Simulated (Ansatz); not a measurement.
Fe in Ansatz: the effect of starting spin order

Crystal: Fe.

```
Fe
1.0
     0.00000    1.94174    1.96511
     1.49844    0.00000    1.96511
     1.49844    1.94174    0.00000
Fe
1
Direct
  0.00000 0.00000 0.00000
```

Alike in all runs:

```yaml
Program: Ansatz 0.2.0
Task: single point
Functional: PBE
Potentials_or_basis: Ansatz PAW
Cutoff: "420 eV (not typed: the program's choice for these potentials)"
k_mesh: 13 × 13 × 13
Occupations: fermi-dirac, width 0.05 eV
```

```tsv
starting spin order	spin	starting moments	energy over the lowest run (meV/atom)	pressure (GPa)	final net moment (μB)	final largest site moment (μB)
spin off	no spin polarisation	-	?	?	?	?
fm	collinear spin, ferromagnetic start	[3.0] μB	0.0	-1.1	2.17	2.22
random	collinear spin, random start	[-2.74] μB	0.0	-1.1	-2.17	2.22
```

Problem. What does the run with starting spin order spin off give?

Solution. Energy over the lowest run 469.4 meV/atom; pressure -19.6 GPa; final net moment 0.00 μB; final largest site moment 0.00 μB.
